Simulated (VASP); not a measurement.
# SiC (Moissanite): input slips in a phonon run and what they do, part 2 of 3

Aim: see how common mistakes in a phonon run show up, on SiC (Moissanite). The starting structure is a measured crystal structure from the Crystallography Open Database.

VASP 6.6.1.

## (2) Reference modes (continued)

Level of this step: LDA; plane waves and PAW (Si, C) (VASP).

Parts of OUTCAR (step 2):

```text
ion  position               nearest neighbor table
   1  0.333  0.667  0.833-   7 1.87   7 1.87   7 1.87   9 1.88   3 3.06   3 3.06   3 3.06   6 3.07
                             6 3.07   6 3.07
   2  0.667  0.333  0.333-   8 1.87   8 1.87   8 1.87  10 1.88   4 3.06   4 3.06   4 3.06   5 3.07
                             5 3.07   5 3.07
   3  0.667  0.333  0.667-   9 1.87   9 1.87   9 1.87  11 1.88   1 3.06   1 3.06   1 3.06   5 3.07
                             5 3.07   5 3.07
   4  0.333  0.667  0.167-  10 1.87  10 1.87  10 1.87  12 1.88   2 3.06   2 3.06   2 3.06   6 3.07
                             6 3.07   6 3.07
   5  0.000  0.000  0.500-  11 1.88  11 1.88  11 1.88   8 1.88   2 3.07   2 3.07   2 3.07   3 3.07
                             3 3.07   3 3.07
   6  0.000  0.000  1.000-  12 1.88  12 1.88  12 1.88   7 1.88   1 3.07   1 3.07   1 3.07   4 3.07
                             4 3.07   4 3.07
   7  0.000  0.000  0.874-   1 1.87   1 1.87   1 1.87   6 1.88
   8  0.000  0.000  0.374-   2 1.87   2 1.87   2 1.87   5 1.88
   9  0.333  0.667  0.708-   3 1.87   3 1.87   3 1.87   1 1.88
  10  0.667  0.333  0.208-   4 1.87   4 1.87   4 1.87   2 1.88
  11  0.667  0.333  0.542-   5 1.88   5 1.88   5 1.88   3 1.88
  12  0.333  0.667  0.042-   6 1.88   6 1.88   6 1.88   4 1.88

  LATTYP: Found a hexagonal cell.
 ALAT       =     3.0610042824
 C/A-ratio  =     4.9067042325

 Subroutine GETGRP returns: Found 12 space group operations
 (whereof  6 operations were pure point group operations)

The static configuration has the point symmetry C_3v.
 The point group associated with its full space group is C_6v.

 Found     24 irreducible k-points:

   k-points           NKPTS =     24   k-points in BZ     NKDIM =     24   number of bands    NBANDS=     36

   dimension x,y,z NGX =    24 NGY =   24 NGZ =  112
   dimension x,y,z NGXF=    48 NGYF=   48 NGZF=  224

   ENCUT  =  520.0 eV  38.22 Ry    6.18 a.u.   5.69  5.69 27.93*2*pi/ulx,y,z

   NELECT =      48.0000    total number of electrons

 k-points in reciprocal lattice and weights: Automatic mesh
   0.00000000  0.00000000  0.00000000       0.006
   0.11111111  0.00000000  0.00000000       0.037
   0.22222222  0.00000000  0.00000000       0.037
   0.33333333  0.00000000  0.00000000       0.037
   0.44444444  0.00000000  0.00000000       0.037
   0.11111111  0.11111111  0.00000000       0.037
   0.22222222  0.11111111  0.00000000       0.074
   0.33333333  0.11111111  0.00000000       0.074
   0.44444444  0.11111111  0.00000000       0.037
[...]
0.33333333  0.22222222  0.50000000       0.074
   0.33333333  0.33333333  0.50000000       0.012

 average (electrostatic) potential at core
       1 -81.6726       2 -81.6075       3 -81.7159       4 -81.6465       5 -81.6969
       6 -81.7185       7 -48.7559       8 -48.6881       9 -48.7940      10 -48.7256
      11 -48.8234      12 -48.8098

 E-fermi :   8.5052

 k-point     1 :       0.0000    0.0000    0.0000
  band No.  band energies     occupation
    ...
     20       8.0189      2.00000
     21       8.0189      2.00000
     22       8.2969      2.00000
     23       8.3170      2.00000
     24       8.3170      2.00000
     25      13.6156      0.00000
     26      13.7836      0.00000
     27      14.1974      0.00000
     28      14.7100      0.00000
     29      14.8788      0.00000
    ...

 k-point     2 :       0.1111    0.0000    0.0000
  band No.  band energies     occupation
    ...
     20       7.5904      2.00000
     21       7.7458      2.00000
     22       7.8227      2.00000
     23       8.1606      2.00000
     24       8.2244      2.00000
     25      13.7204      0.00000
     26      14.0194      0.00000
     27      14.1179      0.00000
     28      14.6915      0.00000
     29      14.8626      0.00000
    ...

 k-point     3 :       0.2222    0.0000    0.0000
  band No.  band energies     occupation
    ...
     20       6.7024      2.00000
     21       7.2743      2.00000
     22       7.3335      2.00000
     23       7.7555      2.00000
     24       7.8877      2.00000
     25      12.2808      0.00000
     26      12.5824      0.00000
     27      12.9285      0.00000
     28      13.6040      0.00000
     29      14.3072      0.00000
    ...

  Total        0.0825326      0.0825326     -0.1257853      0.0000000      0.0000000      0.0000000
  in kB        1.0849846      1.0849846     -1.6535916      0.0000000      0.0000000      0.0000000
  external PRESSURE =       0.1721259 kB  Pullay stress =       0.0000000 kB

  energy-cutoff  :      520.00
  volume of cell :      121.87
      direct lattice vectors                 reciprocal lattice vectors
     3.061004282  0.000000000  0.000000000     0.326690167  0.188614656  0.000000000
    -1.530502141  2.650907470  0.000000000     0.000000000  0.377229312  0.000000000
     0.000000000  0.000000000 15.019442668     0.000000000  0.000000000  0.066580367

 POSITION                                       TOTAL-FORCE (eV/Angst)
 -----------------------------------------------------------------------------------
     -0.00000      1.76727     12.51102        -0.000000      0.000000      0.025994
      1.53050      0.88364      5.00130         0.000000     -0.000000      0.014718
      1.53050      0.88364     10.01048         0.000000      0.000000     -0.173686
     -0.00000      1.76727      2.50076        -0.000000      0.000000      0.024580
      0.00000      0.00000      7.50564         0.000000     -0.000000     -0.194465
      0.00000      0.00000     15.01536         0.000000     -0.000000      0.022544
      0.00000      0.00000     13.13253        -0.000000     -0.000000     -0.023537
      0.00000      0.00000      5.62281        -0.000000     -0.000000     -0.034560
     -0.00000      1.76727     10.63376         0.000000      0.000000     -0.031316
      1.53050      0.88364      3.12404         0.000000     -0.000000     -0.024248
      1.53050      0.88364      8.11823         0.000000     -0.000000      0.418613
     -0.00000      1.76727      0.62351        -0.000000     -0.000000     -0.024637
 -----------------------------------------------------------------------------------
    total drift:                               -0.000000     -0.000000      0.000252

  FREE ENERGIE OF THE ION-ELECTRON SYSTEM (eV)
  ---------------------------------------------------
  free  energy   TOTEN  =       -99.8650535124 eV

  energy  without entropy=      -99.8650535124  energy(sigma->0) =      -99.86505351

 Eigenvectors and eigenvalues of the dynamical matrix
 ----------------------------------------------------

[...]
0.000000  0.000000 15.015358     0.000000    0.000000   -0.269745
      0.000000  0.000000 13.132531    -0.000000   -0.000000    0.474283
      0.000000  0.000000  5.622810    -0.000000    0.000000   -0.474283
     -0.000000  1.767272 10.633760    -0.000000    0.000000    0.207532
      1.530502  0.883636  3.124039     0.000000    0.000000   -0.207532
      1.530502  0.883636  8.133233    -0.000000    0.000000   -0.305255
     -0.000000  1.767272  0.623512    -0.000000    0.000000    0.305255

   3 f  =   26.619848 THz   167.257437 2PiTHz  887.942547 cm-1   110.090795 meV
             X         Y         Z           dx          dy          dz
     -0.000000  1.767272 12.511025     0.000000    0.000000   -0.237703
      1.530502  0.883636  5.001303     0.000000   -0.000000   -0.237703
      1.530502  0.883636 10.010478     0.000000   -0.000000    0.119667
     -0.000000  1.767272  2.500756    -0.000000   -0.000000    0.119667
      0.000000  0.000000  7.505637     0.000000   -0.000000    0.130696
      0.000000  0.000000 15.015358     0.000000    0.000000    0.130696
      0.000000  0.000000 13.132531    -0.000000   -0.000000    0.267809
      0.000000  0.000000  5.622810    -0.000000    0.000000    0.267809
     -0.000000  1.767272 10.633760    -0.000000    0.000000    0.243165
      1.530502  0.883636  3.124039     0.000000    0.000000    0.243165
      1.530502  0.883636  8.133233    -0.000000    0.000000   -0.530325
     -0.000000  1.767272  0.623512    -0.000000   -0.000000   -0.530325

   4 f  =   26.483890 THz   166.403189 2PiTHz  883.407484 cm-1   109.528519 meV
             X         Y         Z           dx          dy          dz
     -0.000000  1.767272 12.511025    -0.000000   -0.000000    0.003532
      1.530502  0.883636  5.001303     0.000000   -0.000000    0.003532
      1.530502  0.883636 10.010478    -0.000000   -0.000000   -0.219650
     -0.000000  1.767272  2.500756     0.000000   -0.000000   -0.219650
      0.000000  0.000000  7.505637     0.000000   -0.000000    0.201639
      0.000000  0.000000 15.015358     0.000000   -0.000000    0.201639
      0.000000  0.000000 13.132531     0.000000    0.000000   -0.438045
      0.000000  0.000000  5.622810    -0.000000    0.000000   -0.438045
     -0.000000  1.767272 10.633760     0.000000   -0.000000    0.468119
      1.530502  0.883636  3.124039     0.000000    0.000000    0.468119
      1.530502  0.883636  8.133233    -0.000000    0.000000   -0.008020
     -0.000000  1.767272  0.623512    -0.000000    0.000000   -0.008020

   5 f  =   25.133198 THz   157.916541 2PiTHz  838.353248 cm-1   103.942509 meV
             X         Y         Z           dx          dy          dz
     -0.000000  1.767272 12.511025    -0.000000    0.000000    0.007626
      1.530502  0.883636  5.001303    -0.000000    0.000000   -0.007626
      1.530502  0.883636 10.010478    -0.000000    0.000000   -0.009627
     -0.000000  1.767272  2.500756    -0.000000   -0.000000    0.009627
      0.000000  0.000000  7.505637    -0.000000    0.000000   -0.006886
      0.000000  0.000000 15.015358    -0.000000    0.000000    0.006886
      0.000000  0.000000 13.132531     0.000000   -0.000000   -0.423113
      0.000000  0.000000  5.622810     0.000000   -0.000000    0.423113
     -0.000000  1.767272 10.633760     0.000000   -0.000000    0.406970
      1.530502  0.883636  3.124039     0.000000    0.000000   -0.406970
      1.530502  0.883636  8.133233     0.000000   -0.000000   -0.393895
     -0.000000  1.767272  0.623512     0.000000   -0.000000    0.393895

   6 f  =   23.913220 THz   150.251194 2PiTHz  797.659169 cm-1    98.897088 meV
             X         Y         Z           dx          dy          dz
     -0.000000  1.767272 12.511025    -0.000001   -0.215698   -0.000000
      1.530502  0.883636  5.001303    -0.000001   -0.215698   -0.000000
      1.530502  0.883636 10.010478    -0.000001   -0.226390   -0.000000
     -0.000000  1.767272  2.500756    -0.000001   -0.226390   -0.000000
      0.000000  0.000000  7.505637    -0.000001   -0.227931   -0.000000
      0.000000  0.000000 15.015358    -0.000001   -0.227931   -0.000000
      0.000000  0.000000 13.132531     0.000002    0.325531    0.000000
      0.000000  0.000000  5.622810     0.000002    0.325531    0.000000
     -0.000000  1.767272 10.633760     0.000002    0.346440    0.000000
      1.530502  0.883636  3.124039     0.000002    0.346440    0.000000
      1.530502  0.883636  8.133233     0.000002    0.352531    0.000000
     -0.000000  1.767272  0.623512     0.000002    0.352531    0.000000

   7 f  =   23.913220 THz   150.251194 2PiTHz  797.659169 cm-1    98.897088 meV
             X         Y         Z           dx          dy          dz
     -0.000000  1.767272 12.511025    -0.215698    0.000001    0.000000
      1.530502  0.883636  5.001303    -0.215698    0.000001    0.000000
      1.530502  0.883636 10.010478    -0.226390    0.000001    0.000000
     -0.000000  1.767272  2.500756    -0.226390    0.000001    0.000000
      0.000000  0.000000  7.505637    -0.227931    0.000001    0.000000
      0.000000  0.000000 15.015358    -0.227931    0.000001    0.000000
      0.000000  0.000000 13.132531     0.325531   -0.000002   -0.000000
      0.000000  0.000000  5.622810     0.325531   -0.000002   -0.000000
     -0.000000  1.767272 10.633760     0.346440   -0.000002   -0.000000
      1.530502  0.883636  3.124039     0.346440   -0.000002   -0.000000
      1.530502  0.883636  8.133233     0.352531   -0.000002   -0.000000
     -0.000000  1.767272  0.623512     0.352531   -0.000002   -0.000000

   8 f  =   23.711887 THz   148.986180 2PiTHz  790.943415 cm-1    98.064441 meV
             X         Y         Z           dx          dy          dz
     -0.000000  1.767272 12.511025     0.000001    0.229248   -0.000000
      1.530502  0.883636  5.001303    -0.000001   -0.229248   -0.000000
      1.530502  0.883636 10.010478    -0.000000   -0.079893   -0.000000
     -0.000000  1.767272  2.500756     0.000000    0.079893   -0.000000
      0.000000  0.000000  7.505637    -0.000001   -0.288093   -0.000000
      0.000000  0.000000 15.015358     0.000001    0.288093   -0.000000
      0.000000  0.000000 13.132531    -0.000001   -0.400307    0.000000
      0.000000  0.000000  5.622810     0.000001    0.400307    0.000000
     -0.000000  1.767272 10.633760     0.000000    0.073445    0.000000
    [... 420 further lines ...]
      1.530502  0.883636  3.124039     0.000000    0.000000   -0.223469
      1.530502  0.883636  8.133233     0.000000    0.000000   -0.223451
     -0.000000  1.767272  0.623512     0.000000    0.000000   -0.223451

 ELASTIC MODULI CONTR FROM IONIC RELAXATION (kBar)
 Direction    XX          YY          ZZ          XY          YZ          ZX
 --------------------------------------------------------------------------------
 XX        -501.5371    286.8468    211.5305     -0.0000     -0.0000      0.0000
 YY         286.8468   -501.5371    211.5305      0.0000     -0.0000     -0.0000
 ZZ         211.5305    211.5305   -417.5717      0.0000      0.0000     -0.0000
 XY          -0.0000      0.0000      0.0000   -394.1919      0.0000      0.0000
 YZ          -0.0000      0.0000      0.0000      0.0000   -119.0721      0.0000
 ZX           0.0000     -0.0000     -0.0000     -0.0000      0.0000   -119.0721
 --------------------------------------------------------------------------------

 total charge
# of ion       s       p       d       tot
------------------------------------------
    1        0.715   0.994   0.000   1.709
    2        0.715   0.994   0.000   1.709
    3        0.714   0.995   0.000   1.709
    4        0.714   0.995   0.000   1.709
    5        0.715   0.997   0.000   1.711
    6        0.715   0.997   0.000   1.711
    7        0.831   1.728   0.000   2.559
    8        0.831   1.728   0.000   2.559
    9        0.830   1.728   0.000   2.558
   10        0.830   1.728   0.000   2.558
   11        0.830   1.727   0.000   2.557
   12        0.830   1.727   0.000   2.557
--------------------------------------------------
tot          9.271  16.337   0.000  25.608

[... 3 further parts left out ...]
```

The last energy, forces, stress and levels in OUTCAR belong to the last displaced cell, not to the cell of POSCAR.

Reference: the zone-centre modes are at the top B1 (6) 945.8, B1 (5) 938.2, A1 (5) 887.9, A1 (4) 883.4 cm⁻¹, at the bottom E1 (2) 234.2, E1 (1) 228.6, E2 (2) 146.1, E2 (1) 141.4 cm⁻¹, with 14 more of the listed ones between.

## (3) Modes with a structure that was not relaxed

A slip made on purpose: a structure that was not relaxed. Against step 2 the input has another starting structure (also changed: NELM).

Input file INCAR:

```
SYSTEM = SiC
PREC = Accurate
ENCUT = 520
EDIFF = 1E-08
NELM = 60
ISMEAR = 0
SIGMA = 0.03
LREAL = .FALSE.
ALGO = Normal
GGA = CA
NBANDS = 36
LORBIT = 11
LWAVE = .FALSE.
LCHARG = .FALSE.
KPAR = 16
IBRION = 6
NFREE = 2
POTIM = 0.015
NSW = 1
ISIF = 2
```

Input file POSCAR:

```
SiC
1.0
    3.0810000000      0.0000000000      0.0000000000
   -1.5405000000      2.6682242691      0.0000000000
    0.0000000000      0.0000000000     15.1248000000
Si C
6 6
Direct
    0.3333333333      0.6666666667      0.8329000000
    0.6666666667      0.3333333333      0.3329000000
    0.6666666667      0.3333333333      0.6664000000
    0.3333333333      0.6666666667      0.1664000000
    0.0000000000      0.0000000000      0.5000000000
    0.0000000000      0.0000000000      0.0000000000
    0.0000000000      0.0000000000      0.8746000000
    0.0000000000      0.0000000000      0.3746000000
    0.3333333333      0.6666666667      0.7080000000
    0.6666666667      0.3333333333      0.2080000000
    0.6666666667      0.3333333333      0.5412000000
    0.3333333333      0.6666666667      0.0412000000
```

Input file KPOINTS:

```
Automatic mesh
0
Gamma
9 9 2
0 0 0
```

The projector-augmented-wave data sets are Si and C (LDA family, release 64).

On the command line:

```bash
mpirun -np 16 vasp_std
```

Output:

```text
[banner, memory and clock lines left out]
running   16 mpi-ranks, on    1 nodes
[...]
[... a notice as in an earlier step ...]

 LDA part: xc-table for (Slater(with rela. corr.)+CA(PZ))
 , standard interpolation
 POSCAR, INCAR and KPOINTS ok, starting setup
[...]
entering main loop
       N       E                     dE             d eps       ncg     rms          rms(c)
DAV:   1     0.114112842953E+03    0.11411E+03   -0.21647E+04  1728   0.119E+03
DAV:   2    -0.999995286937E+02   -0.21411E+03   -0.20004E+03  2260   0.210E+02
DAV:   3    -0.111821340119E+03   -0.11822E+02   -0.11738E+02  2264   0.469E+01
DAV:   4    -0.112006477899E+03   -0.18514E+00   -0.18479E+00  2208   0.683E+00
[...]
DAV:  14    -0.998331224961E+02   -0.34244E-07   -0.21839E-07  2224   0.248E-03    0.158E-03
DAV:  15    -0.998331225080E+02   -0.11848E-07   -0.65458E-08  2056   0.104E-03    0.894E-04
DAV:  16    -0.998331225156E+02   -0.76634E-08   -0.23557E-09  1220   0.252E-04
   1 F= -.99833123E+02 E0= -.99833123E+02  d E =-.166047E-12
[... from here on, the cycles between the ionic steps are left out ...]
   2 F= -.99830943E+02 E0= -.99830943E+02  d E =-.321484E-11
   3 F= -.99830943E+02 E0= -.99830943E+02  d E =-.321588E-11
   5 F= -.99828152E+02 E0= -.99828152E+02  d E =-.585223E-12
   7 F= -.99830940E+02 E0= -.99830940E+02  d E =-.500428E-12
   9 F= -.99829596E+02 E0= -.99829596E+02  d E =-.732784E-12
  11 F= -.99830916E+02 E0= -.99830916E+02  d E =-.114812E-11
  13 F= -.99831964E+02 E0= -.99831964E+02  d E =-.468348E-12
  15 F= -.99830996E+02 E0= -.99830996E+02  d E =-.699946E-12
  17 F= -.99831299E+02 E0= -.99831299E+02  d E =-.499896E-14
  19 F= -.99830953E+02 E0= -.99830953E+02  d E =-.166989E-11
  21 F= -.99830721E+02 E0= -.99830721E+02  d E =-.297529E-15
  23 F= -.99830940E+02 E0= -.99830940E+02  d E =-.672827E-12
  24 F= -.99832642E+02 E0= -.99832642E+02  d E =-.258497E-14
  25 F= -.99827537E+02 E0= -.99827537E+02  d E =-.112783E-10
 Finite differences progress:
  Degree of freedom:  12/ 12
  Displacement:        2/  2
  Total:              24/ 24
```

Wall time 5.6 min (16 MPI ranks of Intel Xeon Platinum 8175M at 2.50GHz (Skylake/Cascade Lake), shared host); peak memory 9.8 GiB; 89 min of CPU time.

Parts of OUTCAR (step 3):

```text
  Total       -3.2717163     -3.2717163     -3.6682313     -0.0000000      0.0000000      0.0000000
  in kB      -42.1582478    -42.1582478    -47.2676078     -0.0000000      0.0000000      0.0000000
  external PRESSURE =     -43.8613678 kB  Pullay stress =       0.0000000 kB

 POSITION                                       TOTAL-FORCE (eV/Angst)
 -----------------------------------------------------------------------------------
     -0.00000      1.77882     12.59745         0.000000     -0.000000      0.122370
      1.54050      0.88941      5.03505        -0.000000      0.000000      0.111476
      1.54050      0.88941     10.07917        -0.000000      0.000000     -0.157632
     -0.00000      1.77882      2.51677         0.000000     -0.000000      0.023693
      0.00000      0.00000      7.56240         0.000000     -0.000000     -0.342932
      0.00000      0.00000      0.00000         0.000000     -0.000000     -0.131417
      0.00000      0.00000     13.22815         0.000000     -0.000000     -0.099371
      0.00000      0.00000      5.66575         0.000000     -0.000000     -0.110010
     -0.00000      1.77882     10.70836         0.000000     -0.000000     -0.070258
      1.54050      0.88941      3.14596        -0.000000     -0.000000     -0.064170
      1.54050      0.88941      8.17054        -0.000000      0.000000      0.568694
     -0.00000      1.77882      0.62314        -0.000000      0.000000      0.149556
 -----------------------------------------------------------------------------------
    total drift:                               -0.000000     -0.000000      0.000251

  FREE ENERGIE OF THE ION-ELECTRON SYSTEM (eV)
  ---------------------------------------------------
  free  energy   TOTEN  =       -99.8275373298 eV

  energy  without entropy=      -99.8275373298  energy(sigma->0) =      -99.82753733

[... 1 part as in an earlier step ...]

[... 2 further parts left out ...]
[key lines of the parts left out:]
E-fermi :   8.2136
```

The last energy, forces and stress in OUTCAR belong to the last displaced cell, not to that of POSCAR.

With a structure that was not relaxed the modes are at the top B1 (6) 924.4, B1 (5) 916.4 cm⁻¹, at the bottom E2 (2) 145.7, E2 (1) 141.2 cm⁻¹, with 18 more of the listed ones between; the largest shift is -21.8 cm⁻¹, in B1 (5), from the reference.

[end of part 2 of 3]

[Lines on the potential files, build, host, timing and source positions are cut from VASP's logs without a mark.]

[Logs are printed without paths, hosts, clocks, repeated set-up lines and the standing remarks that a program may print on its own settings, such as how far it seeks lower states.]

[Hosts, paths, dates, database ids (printed as entryN), source tags and the programs' standing remarks are cut or masked in the printed files.]
